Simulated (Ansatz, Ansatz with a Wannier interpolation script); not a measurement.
## MoS2 (2H monolayer): what limits a Wannier interpolation of GW

Aim: vary the Wannier model and the GW settings for MoS2 (2H monolayer) and see what the interpolated bands lose.

Program: Ansatz 0.2.0. Level of theory: maximally localised Wannier functions, PBE, plane waves, PAW. Results are calculated unless marked as measured.

### 1. The starting structure

The cell holds 3 atoms: 1 Mo and 2 S. Its edges and angles: a = 3.185 Å, b = 3.185 Å, c = 29.500 Å, α = 90.0°, β = 90.0°, γ = 120.0°. Vacuum lies along c.

The structure was relaxed with PBE. The structure was generated from a model, not taken from a measurement. The runs that relaxed it are not among those shown. The default PAW set here is soft_2. Its files were made with PBE. The Coulomb interaction is cut off across the vacuum.

### 2. Wannier model on 24×24×1

Localised functions give a small Hamiltonian that interpolates between mesh points at no cost.

Input file input.yaml:

```yaml
crystal:
  lattice:
    - [3.1851833438, 0.0, 0.0]
    - [-1.5925916719, 2.7584496915, 0.0]
    - [0.0, 0.0, 29.5]
  atoms:
    - { symbol: Mo, position: [0.3333333333, 0.6666666667, 0.5] }
    - { symbol: S, position: [0.6666666667, 0.3333333333, 0.5529690683] }
    - { symbol: S, position: [0.6666666667, 0.3333333333, 0.4470309317] }
  periodic: [true, true, false]
kpoints:
  mp_grid: { grid: [12, 12, 1] }
hamiltonian:
  xc: pbe
scf:
  occupations: { method: fixed }
  n_extra_bands: 127
output:
  wannier:
    kmesh: [24, 24, 1]
    projections: [{ species: Mo, l: d, shell: 4 }, { species: S, l: p, shell: 3 }]
    minimise: true
    write_hr: true
    seedname: w
    conv_tol: 1.0e-07
    max_iter: 4000
    disentanglement:
      window: [-11.84, -0.09]
      frozen_window: [-11.84, -3.09]
      conv_tol: 1.0e-08
```

Command:

```
ansatz run input.yaml --threads 12 --pin off --max-ram 27648MiB --backend cpu --events-out ev --progress --plain --runs-dir out
```

Numbers of over 12 decimals in the logs are rounded to 6 here.

Output:

```text
scf.n_extra_bands = 127 over 13 filled bands (N_el = 26.0): the run solves 140 bands
Engine: ansatz 0.2.0, x86_64-unknown-linux-gnu
Pseudopotentials: kind: paw
Pseudopotential: Mo, paw, valence charge 14, recommended cutoff 420 eV (normal), Mo.paw.azcp
Pseudopotential: S, paw, valence charge 6, recommended cutoff 420 eV (normal), S.paw.azcp
Functional definition: PBE
  parameter kappa = 0.804
  parameter beta = 0.066725
  exchange = pbe_x(kappa = kappa, mu = beta*pi^2/3)
  correlation = pbe_c(beta = beta)
Crystal: 3 atoms, lattice volume = 259.192 Å³
Basis set: ecut = 420 eV, 5127 PW (Γ)
Bands: 140, of which v1, the nominal top of the filled ones, is band 13 counted from 1 (12 counted from 0)
Symmetry: 12 space group operations
Space group: P-6m2 (ITA 187), of the structure as read, at distance tolerance 6.4e-5 Å
k-points: 19 of 144 (time reversal used)
Non-local potential: Mo, projectors of the file, l = 0: 3, l = 1: 2, l = 2: 2, l = 3: 1
Non-local potential: S, projectors of the file, l = 0: 2, l = 1: 2, l = 2: 2
PAW form: soft (Blöchl's): semilocal exchange-correlation on the pseudo side does not see the compensation charge
PAW one-centre angular grid: Mo, 590 points (default); XC on 64 Gauss nodes
PAW one-centre angular grid: S, 110 points (default); XC on 64 Gauss nodes
Initial density: superposition of atomic densities (neutral atoms: chi_scale 0, normalization atom), corrected by the library's trained network
Initial wavefunctions: pseudopotential atomic-orbital guess
Functional: x = pbe(κ = 0.804, μ = 0.219515), c = pbe(β = 0.066725)
SCF iter   1: F=—  HF=-6762.807985 eV  |F-HF|=—  |Δ(HF+E_count)|=         —  Δρ=2.44e-3  dr2=4.32e-3  ethr=1.77e-3  ⟨swp⟩=5.4  Hψ=9675  notcnv=0  defer=2365
preconditioner: auto → none  [insulator: Δε(μ)=1.645 eV  Ē_g=30.665 eV  n_scr=16 (ndim 8)  ℏωp=9.8 eV  f_vac=0.762  ε∞_Penn≈1.1]
SCF iter   2: F=—  HF=-6762.813549 eV  |F-HF|=—  |Δ(HF+E_count)|=   5.56e-3  Δρ=1.37e-3  dr2=3.19e-3  ethr=1.66e-5  ⟨swp⟩=4.1  Hψ=3554  notcnv=0  defer=2375
SCF iter   3: F=—  HF=-6762.817241 eV  |F-HF|=—  |Δ(HF+E_count)|=   3.69e-3  Δρ=1.42e-3  dr2=1.37e-2  ethr=1.23e-5  ⟨swp⟩=3.4  Hψ=720  notcnv=0  defer=2375  recentre
SCF iter   4: F=—  HF=-6762.815636 eV  |F-HF|=—  |Δ(HF+E_count)|=   1.61e-3  Δρ=5.41e-4  dr2=1.94e-4  ethr=1.23e-5  ⟨swp⟩=2.9  Hψ=590  notcnv=0  defer=2375
SCF iter   5: F=—  HF=-6762.816145 eV  |F-HF|=—  |Δ(HF+E_count)|=   5.09e-4  Δρ=2.86e-5  dr2=2.94e-6  ethr=7.45e-7  ⟨swp⟩=3.3  Hψ=725  notcnv=0  defer=2375
SCF iter   6: F=—  HF=-6762.816025 eV  |F-HF|=—  |Δ(HF+E_count)|=   1.20e-4  Δρ=1.53e-5  dr2=6.71e-7  ethr=1.13e-8  ⟨swp⟩=3.7  Hψ=1193  notcnv=0  defer=2371
SCF iter   7: F=-6762.816026 eV  HF=-6762.816026 eV  |F-HF|=4.85e-8  |Δ(HF+E_count)|=   5.33e-7  Δρ=3.57e-6  dr2=3.35e-8  ethr=3.85e-10  ⟨swp⟩=25.9  Hψ=46161  notcnv=0
SCF 1 converged in 7 iterations: F = -6762.816026 eV  dr2 = 3.35e-8
[...]
NSCF: frozen V_eff on 64 k-points
the Wannier pass solved 64 of the 576 points of its mesh, and has the states at the others by symmetry: states obtained by the crystal's operations at points that were solved too leave a residual of 6.09e-13 eV (read by the count's bands and the next), within 8.33e-6 eV
SCF converged after 7 iterations
Free energy (F): -6762.816026 eV
Harris-Foulkes:  -6762.816026 eV  (|F-HF|=4.85e-8)
Internal energy: -6762.816026 eV  (E = F + TS)
E sigma→0 (E₀):  -6762.816026 eV
Fermi energy:    -5.939281 eV
--- Per-component energies (eV) ---
  E_band       = -576.059408
  E_kinetic    = 654.875480
  E_local      = -43192.775975  (includes V_loc(G=0)·N_el)
  E_nonlocal   = 199.059728
  E_hartree    = 21160.185851
  E_xc         = -378.027607
  E_vxc        = -404.334311  (∫ρ·V_xc dr)
  E_paw        = -4401.469095  (= ΣΔE_a)
  E_vpaw       = -153.265860  (= ΣTr[D̂ρ^β])
  E_aug_tail   = 0.000042  (compensation charges beyond the density's cutoff)
  E_ewald      = 19195.335549
  E_smearing   = -0.000000  (= −TS)
  E_closure    = 0.000000  (closes the sum)
  Σ components = -6762.816026   (vs F -6762.816026, Δ=0.00e0)
--- Band table (eV; the first three rows and the last of 19) ---
  k-point 0: bands = [... 9 lower, -7.7046, -7.4462, -7.4462, -5.9393, -3.1884, -3.1884, -2.9404, -2.9404, ... 123 higher]
  k-point 1: bands = [... 9 lower, -8.1980, -7.6084, -7.1088, -5.9915, -3.3214, -3.2156, -3.0556, -3.0098, ... 123 higher]
  k-point 2: bands = [... 9 lower, -8.1460, -7.9909, -7.0159, -6.2260, -3.6444, -3.3749, -3.3237, -2.6000, ... 123 higher]
  k-point 18: bands = [... 9 lower, -9.4826, -8.8016, -8.0806, -5.9604, -4.2869, -2.8795, -2.4149, -1.0999, ... 123 higher]
  ° read free of the cell's end (the report's vacuum.weakly_bound_levels)
  °? not known for the slab's own: over its row's bound_up_to_ev there, or no deeper under its free states than its continued_xc_part_ev in size
Wannier search: line search 1 of at most 4000: gauge-dependent spread (as the search counts it) 1.0483678 Å², largest recent change 3.1e-1 Å² and fall left 2.7e-5 Å² against conv_tol 1.0e-7 Å², 0 stops escaped
```

Wall time 28 s (12 threads of Intel Xeon 6975P-C (Granite Rapids), shared host); peak memory 7.4 GiB; 5 min of CPU time.

This step gave:

```yaml
gauge_invariant_spread: 17.98 Å²
diagonal_spread: 0.02506 Å²
off_diagonal_spread: 1.016 Å²
total_spread: 19.02 Å²
least_projectability: 0.5176
localisation_steps: 47
disentanglement_steps: 12
r_m_s_interpolation_error: 3.66e-5 eV
r_m_s_error_near_the_gap: 3.15e-5 eV
```

Near the gap the model misses directly solved bands by 0.0 meV r.m.s. and by 0 meV at most in the window tested. This tests the starting bands, not the corrections carried with them.

### 3. Wannier model on 12×12×1

Edit input.yaml of step 2 so:

```diff
@@ -19,3 +19,3 @@
   wannier:
-    kmesh: [24, 24, 1]
+    kmesh: [12, 12, 1]
     projections: [{ species: Mo, l: d, shell: 4 }, { species: S, l: p, shell: 3 }]
```

Output:

```text
[...]
Crystal: 3 atoms, lattice volume = 259.192 Å³
Basis set: ecut = 420 eV, 5127 PW (Γ)
Bands: 140, of which v1, the nominal top of the filled ones, is band 13 counted from 1 (12 counted from 0)
[... 1 set-up line as in the run before ...]
[...]
k-points: 19 of 144 (time reversal used)
[...]
SCF iter   1: F=—  HF=-6762.807985 eV  |F-HF|=—  |Δ(HF+E_count)|=         —  Δρ=2.44e-3  dr2=4.32e-3  ethr=1.77e-3  ⟨swp⟩=5.4  Hψ=9675  notcnv=0  defer=2365
[...]
SCF iter   7: F=-6762.816026 eV  HF=-6762.816026 eV  |F-HF|=4.85e-8  |Δ(HF+E_count)|=   5.33e-7  Δρ=3.57e-6  dr2=3.35e-8  ethr=3.85e-10  ⟨swp⟩=25.9  Hψ=46161  notcnv=0
SCF 1 converged in 7 iterations: F = -6762.816026 eV  dr2 = 3.35e-8
[...]
NSCF: frozen V_eff on 22 k-points
[...]
SCF converged after 7 iterations
Free energy (F): -6762.816026 eV
[...]
Internal energy: -6762.816026 eV  (E = F + TS)
E sigma→0 (E₀):  -6762.816026 eV
Fermi energy:    -5.939281 eV
[...]
--- Band table (eV; the first three rows and the last of 19) ---
  k-point 0: bands = [... 9 lower, -7.7046, -7.4462, -7.4462, -5.9393, -3.1884, -3.1884, -2.9404, -2.9404, ... 123 higher]
  k-point 1: bands = [... 9 lower, -8.1980, -7.6084, -7.1088, -5.9915, -3.3214, -3.2156, -3.0556, -3.0098, ... 123 higher]
  k-point 2: bands = [... 9 lower, -8.1460, -7.9909, -7.0159, -6.2260, -3.6444, -3.3749, -3.3237, -2.6000, ... 123 higher]
  k-point 18: bands = [... 9 lower, -9.4826, -8.8016, -8.0806, -5.9604, -4.2869, -2.8795, -2.4149, -1.0999, ... 123 higher]
  ° read free of the cell's end (the report's vacuum.weakly_bound_levels)
[...]
```

Run time: 13 s. Hardware: 12 threads; peak memory 2.5 GiB.

Numbers from this step:

* gauge-invariant spread: 17.75 Å²
* diagonal spread: 0.02442 Å²
* off-diagonal spread: 1.032 Å²
* total spread: 18.80 Å²
* least projectability: 0.5176
* localisation steps: 49
* disentanglement steps: 3
* r.m.s. interpolation error: 1.30e-4 eV
* r.m.s. error near the gap: 1.37e-4 eV

Near the gap the model misses directly solved bands by 0.1 meV r.m.s. and by 1 meV at most in the window tested. This tests the starting bands, not the corrections carried with them.

Frozen up to 2.85 eV; above it the model need not follow the bands. Electronic bands along the path, in eV, zero at the valence-band top; v1 is the highest filled band, c1 the lowest empty one:

```tsv
point	v4	v3	v2	v1	c1	c2	c3	c4
Γ	-1.77	-1.51	-1.51	0.00	2.75	2.75	3.00	3.00
halfway	-2.48	-1.79	-1.32	-0.72	2.17	2.35	2.89	3.76
M	-3.16	-1.86	-0.98	-0.63	2.23	2.74	3.85	4.29
halfway	-3.12	-2.35	-1.87	-0.32	2.12	3.02	3.49	4.37
K	-3.54	-2.86	-2.14	-0.02	1.65	3.06	3.52	4.84
halfway	-3.17	-1.97	-1.04	-0.79	1.93	2.46	2.66	4.16
Γ	-1.77	-1.51	-1.51	0.00	2.75	2.75	3.00	3.00
```

The same for Kohn-Sham, solved directly:

```tsv
point	v4	v3	v2	v1	c1	c2	c3	c4
Γ	-1.77	-1.51	-1.51	0.00	2.75	2.75	3.00	3.00
M	-3.16	-1.86	-0.98	-0.63	2.23	2.74	3.85	4.29
K	-3.54	-2.86	-2.14	-0.02	1.65	3.06	3.52	4.84
Γ	-1.77	-1.51	-1.51	0.00	2.75	2.75	3.00	3.00
```

### 4. A faulty Wannier input

Edit input.yaml of step 3 so:

```diff
@@ -27,4 +27,4 @@
     disentanglement:
-      window: [-11.84, -0.09]
-      frozen_window: [-11.84, -3.09]
+      window: [-11.84, -4.29]
+      frozen_window: [-11.84, -4.49]
       conv_tol: 1.0e-08
```

Output:

```text
scf.n_extra_bands = 127 over 13 filled bands (N_el = 26.0): the run solves 140 bands
[... 9 set-up lines as in the run before ...]
Crystal: 3 atoms, lattice volume = 259.192 Å³
Basis set: ecut = 420 eV, 5127 PW (Γ)
Bands: 140, of which v1, the nominal top of the filled ones, is band 13 counted from 1 (12 counted from 0)
[... 2 set-up lines as in the run before ...]
k-points: 19 of 144 (time reversal used)
[... 8 set-up lines as in the run before ...]
[...]
SCF converged after 7 iterations
Free energy (F): -6762.816026 eV
Harris-Foulkes:  -6762.816026 eV  (|F-HF|=4.85e-8)
Internal energy: -6762.816026 eV  (E = F + TS)
E sigma→0 (E₀):  -6762.816026 eV
Fermi energy:    -5.939281 eV
--- Per-component energies (eV) ---
  E_band       = -576.059408
  E_kinetic    = 654.875480
  E_local      = -43192.775975  (includes V_loc(G=0)·N_el)
  E_nonlocal   = 199.059728
  E_hartree    = 21160.185851
  E_xc         = -378.027607
  E_vxc        = -404.334311  (∫ρ·V_xc dr)
  E_paw        = -4401.469095  (= ΣΔE_a)
  E_vpaw       = -153.265860  (= ΣTr[D̂ρ^β])
  E_aug_tail   = 0.000042  (compensation charges beyond the density's cutoff)
  E_ewald      = 19195.335549
  E_smearing   = -0.000000  (= −TS)
  E_closure    = 0.000000  (closes the sum)
  Σ components = -6762.816026   (vs F -6762.816026, Δ=0.00e0)
--- Band table (eV; the first three rows and the last of 19) ---
  k-point 0: bands = [... 9 lower, -7.7046, -7.4462, -7.4462, -5.9393, -3.1884, -3.1884, -2.9404, -2.9404, ... 123 higher]
  k-point 1: bands = [... 9 lower, -8.1980, -7.6084, -7.1088, -5.9915, -3.3214, -3.2156, -3.0556, -3.0098, ... 123 higher]
  k-point 2: bands = [... 9 lower, -8.1460, -7.9909, -7.0159, -6.2260, -3.6444, -3.3749, -3.3237, -2.6000, ... 123 higher]
  k-point 18: bands = [... 9 lower, -9.4826, -8.8016, -8.0806, -5.9604, -4.2869, -2.8795, -2.4149, -1.0999, ... 123 higher]
  ° read free of the cell's end (the report's vacuum.weakly_bound_levels)
  °? not known for the slab's own: over its row's bound_up_to_ev there, or no deeper under its free states than its continued_xc_part_ev in size
Error: output.wannier: at mesh point 0 (counted from 0) output.wannier.disentanglement.window holds 7 states for 11 functions, beside 0 of inner shells that are left out. Raise the window's top, and output.wannier.disentanglement.top_band where it is typed. No Wannier file is written
```

Elapsed: 11 s, on 12 threads; peak memory 2.5 GiB.

The self-consistent loop converged; the step after it was not made. The program's words: output.wannier: at mesh point 0 (counted from 0) output.wannier.disentanglement.window holds 7 states for 11 functions, beside 0 of inner shells that are left out. Raise the window's top, and output.wannier.disentanglement.top_band where it is typed. No Wannier file is written

The fault put into this input: an outer window with too few states.

### 5. G0W0: 12×12×1 mesh, 421 empty bands, screening to 80 eV

Now the one-shot GW correction: screening in the RPA, then the self-energy of the levels asked for.

This step: G0W0 on PBE, plane waves, PAW.

input.yaml, the sections that differ from step 4:

```yaml
scf:
  occupations: { method: fixed }
gw:
  n_empty_bands: 421
  ecut_chi: 80.0
  qp_bands: [v7, c3]
  screening: { model: contour_deformation }
# crystal, kpoints, hamiltonian: as in step 4
# output: removed
```

Output:

```text
[...]
Crystal: 3 atoms, lattice volume = 259.192 Å³
Basis set: ecut = 420 eV, 5127 PW (Γ)
Bands: 17, of which v1, the nominal top of the filled ones, is band 13 counted from 1 (12 counted from 0)
[... 1 set-up line as in the run before ...]
[...]
k-points: 19 of 144 (time reversal used)
[...]
0    14     -3.1884   -13.7110    -4.0049   -18.4387  0.7178    -2.4489    -2.4656  root
[...]
18    13     -5.9605   -19.2193     0.3434   -18.8925  0.7194    -5.9439    -5.9439  root
    18    14     -4.2870   -16.2191    -3.5379   -20.5040  0.7161    -3.5254    -3.5400  root
    18    15     -2.8796   -12.6897    -4.4061   -17.8454  0.7180    -2.1100    -2.1300  root
    18    16     -2.4150   -15.2418    -4.9188   -20.8592  0.6721    -1.6808    -1.7164  root
[key lines of the parts left out:]
SCF converged after 7 iterations
Free energy (F): -6762.816026 eV
Fermi energy:    -5.939375 eV
```

Run time: 14 min. Hardware: 12 threads; peak memory 8.6 GiB.

The G0W0 gap on the mesh is 2.404 eV.

### 6. G0W0: 6×6×1 mesh, 421 empty bands, screening to 80 eV

Edit input.yaml of step 5 so:

```diff
@@ -11,3 +11,3 @@
 kpoints:
-  mp_grid: { grid: [12, 12, 1] }
+  mp_grid: { grid: [6, 6, 1] }
 hamiltonian:
```

Output:

```text
[...]
Crystal: 3 atoms, lattice volume = 259.192 Å³
Basis set: ecut = 420 eV, 5127 PW (Γ)
Bands: 17, of which v1, the nominal top of the filled ones, is band 13 counted from 1 (12 counted from 0)
[... 1 set-up line as in the run before ...]
[...]
k-points: 7 of 36 (time reversal used)
[...]
0    14     -3.1871   -13.7003    -4.0323   -18.4387  0.7143    -2.4628    -2.4810  root
[...]
6    13     -5.9580   -19.3271     0.4537   -18.8924  0.7144    -5.9391    -5.9391  root
     6    14     -4.2861   -16.1052    -3.6582   -20.5037  0.7109    -3.5284    -3.5458  root
     6    15     -2.8782   -12.6946    -4.4269   -17.8452  0.7144    -2.1334    -2.1546  root
     6    16     -2.4125   -15.2521    -4.9217   -20.8592  0.6699    -1.6932    -1.7272  root
[key lines of the parts left out:]
SCF converged after 7 iterations
Free energy (F): -6762.814725 eV
Fermi energy:    -5.938491 eV
```

It took 49 s on 12 threads; peak memory 5.5 GiB.

The G0W0 gap on the mesh is 2.393 eV.

### 7. G0W0: 12×12×1 mesh, 195 empty bands, screening to 48 eV, plasmon pole

input.yaml, the sections that differ from step 6:

```yaml
kpoints:
  mp_grid: { grid: [12, 12, 1] }
gw:
  n_empty_bands: 195
  ecut_chi: 48
  qp_bands: [v7, c3]
  screening: { model: godby_needs }
# crystal, hamiltonian, scf: as in step 6
```

Output:

```text
[...]
Crystal: 3 atoms, lattice volume = 259.192 Å³
Basis set: ecut = 420 eV, 5127 PW (Γ)
Bands: 17, of which v1, the nominal top of the filled ones, is band 13 counted from 1 (12 counted from 0)
[... 1 set-up line as in the run before ...]
[...]
k-points: 19 of 144 (time reversal used)
[...]
0    14     -3.1884   -13.7110    -3.6461   -18.4387  0.7773    -2.0977    -2.1068  root
[...]
18    13     -5.9605   -19.2193     0.5777   -18.8925  0.7764    -5.7099    -5.7096  root
    18    14     -4.2870   -16.2191    -3.1672   -20.5040  0.7783    -3.1615    -3.1694  root
    18    15     -2.8796   -12.6897    -4.0954   -17.8454  0.7819    -1.8100    -1.8193  root
    18    16     -2.4150   -15.2418    -4.3903   -20.8592  0.7727    -1.1753    -1.1879  root
[key lines of the parts left out:]
SCF converged after 7 iterations
Free energy (F): -6762.816026 eV
Fermi energy:    -5.939375 eV
```

Wall time 2 min (12 threads); peak memory 3.5 GiB; 21 min of CPU time.

The G0W0 gap on the mesh is 2.540 eV.

### 8. Interpolated results

Times are wall times on 12 threads of Intel Xeon 6975P-C (Granite Rapids), shared host, good to a factor of about two.

```tsv
GW mesh	empty bands	cutoff (eV)	frequency	gap on mesh (eV)	gap over zone (eV)	direct gap (eV)	valence width (eV)	GW time
12×12×1	421	80	contour deformation	2.404	2.404	2.404	6.068	14 min
6×6×1	421	80	contour deformation	2.393	2.395	2.395	6.065	49 s
12×12×1	195	48	plasmon pole	2.540	2.540	2.540	6.390	2 min
```

### 9. What came out

```yaml
12x12x1_mesh_421_empty_bands_screening_to_80_ev: 2.40 eV
6x6x1_mesh_421_empty_bands_screening_to_80_ev: 2.39 eV
12x12x1_mesh_195_empty_bands_screening_to_48_ev_plasmon_pole: 2.54 eV
```

**Reading.** The largest change, +0.14 eV in the gap over the zone, comes with 12×12×1 mesh, 195 empty bands, screening to 48 eV, plasmon pole. The first run is a reference, not a converged one, and where a row moves several settings no single cause can be named. Rows on another GW mesh add that mesh's corrections to the bands of the one model. Coarser Wannier mesh (12×12×1): the miss near the gap goes from under 1 (the model on 24×24×1) to under 1 meV and the total spread from 19.0 to 18.8 Å². With 6×6×1 mesh, 421 empty bands, screening to 80 eV the gap over the zone moves by −0.01 eV and that on the mesh by −0.01 eV. With 12×12×1 mesh, 195 empty bands, screening to 48 eV, plasmon pole the gap over the zone moves by +0.14 eV and that on the mesh by +0.14 eV. Gaps over the zone and on the mesh differ where an edge lies off the mesh, or where a GW run starts from another density: the starting gap over the zone is 1.652 eV, on the GW meshes it is 1.652 eV. The many-body steps are scalar-relativistic: spin-orbit coupling is not in them.

[Paths, hosts, dates, memory and timing lines, banners, echoed tables and standing remarks are left out of the program output.]

[Logs are printed without paths, hosts, clocks, repeated set-up lines and the standing remarks that a program may print on its own settings, such as how far it seeks lower states.]

[Runs of the session that timed out or met a known fault of the program may be left out.]

[Hosts, paths, dates, database ids (printed as entryN), source tags and the programs' standing remarks are cut or masked in the printed files.]
